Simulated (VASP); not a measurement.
Set up this calculation in VASP 6.6.1, as the native input.

| Item | Value |
| --- | --- |
| Task | single point |
| Functional | revPBE |
| Potentials or basis | VASP PAW PBE potentials, release 64 (Pt, Sb) |
| Cutoff | 520 eV |
| k mesh | 3 × 4 × 4, shifted |
| Occupations | fermi-dirac, width 0.0104 eV |
| Spin | no spin polarisation |
| Dipole correction | no |
| Further INCAR settings | ALGO = Fast; EDIFF = 1e-06; NBANDS = 40 |

The structure of SbPt lies in POSCAR:

```
SbPt
1.0
    6.3101410000     -0.1062220000      0.3106910000
   -0.4677550000      4.8061400000      2.3310100000
    1.7231900000     -3.9290650000      4.1406170000
Pt Sb
4 4
Direct
    0.4976320000      0.8868960000      0.9524550000
    0.7210500000      0.0882070000      0.4610450000
    0.5062900000      0.6118420000      0.4531200000
    0.4111030000      0.3625910000      0.8990260000
    0.1336200000      0.7408280000      0.3306180000
    0.1162930000      0.3160300000      0.5452590000
    0.9824230000      0.1722840000      0.0147090000
    0.8538900000      0.6592330000      0.0166340000
```

The cell was built by a generator and needn't be a form met in nature.

These files were run (other wordings do the same):

INCAR

```
  ALGO = Fast
  EDIFF = 1E-6
  ENCUT = 520
  GGA = RE
  ISIF = 2
  ISMEAR = -1
  LASPH = True
  LCHARG = False
  LREAL = False
  LWAVE = False
  NBANDS = 40
  NELM = 100
  PREC = Accurate
  SIGMA = 0.0104
```

KPOINTS

```
Automatic mesh
0
Gamma
  3 4 4
  0 0.5 0.5
```

Potentials or basis: VASP PAW PBE potentials, release 64 (Pt, Sb).

Command:

```console
$ cat potpaw_PBE.64/Pt/POTCAR potpaw_PBE.64/Sb/POTCAR > POTCAR
$ mpirun -np 1 vasp_std > vasp.out
```

It gave:

```json
{"Pressure": "0.9 GPa", "Largest force": "3.178 eV/Å", "Band gap on the k mesh": "none (metal or under the smearing width)"}
```

Caveat: the PAW data sets were made with another functional, which shifts forces and pressure a little.

Run time: 2.9 min on 1 thread of Intel(R) Xeon(R) Platinum 8259CL CPU @ 2.50GHz (Skylake/Cascade Lake), with other jobs on the host, peak memory 0.37 GiB.
